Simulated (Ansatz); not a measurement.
The system is V.

```
CELL_PARAMETERS angstrom
-0.07565 2.04813 1.85486
1.90213 0.02634 1.75288
1.88239 1.92639 0.04608
ATOMIC_POSITIONS crystal
V 0.00000 0.00000 0.00000
```

This isn't the form of V at room conditions, which is bcc.

The cell isn't the ideal one: cell sheared at random, sigma 0.06, atoms nudged by 0.01 Å.

Base run:

| Quantity | Value |
| --- | --- |
| Program | Ansatz 0.2.0 |
| Functional | PBE |
| Potentials or basis | Ansatz PAW |
| Cutoff | 420 eV (not typed: the program's choice for these potentials) |
| k mesh | 10 × 10 × 10 |
| Occupations | fermi-dirac, width 0.05 eV |
| Spin | collinear spin, ferromagnetic start |
| Starting moments | [2.0] μB |
| Fixed moment | 2 μB |

Its results: pressure 20.4 GPa; site moments V +1.58 μB.

After a change of settings the same cell gave: pressure 7.7 GPa; site moments V +0.78 μB. Which change was it?
A. fixed moment from 2 μB to 1 μB; moments at the start from [2.0] to [1.0]
B. fixed moment from 2 μB to 0.5 μB; moments at the start from [2.0] to [0.5]
C. fixed moment from 2 μB to 3 μB; moments at the start from [2.0] to [3.0]
D. fixed moment from 2 μB to 4 μB; moments at the start from [2.0] to [4.0]

A.

Caveats: the total moment is fixed, so each spin has its own Fermi level; the thresholds are loose for stress.
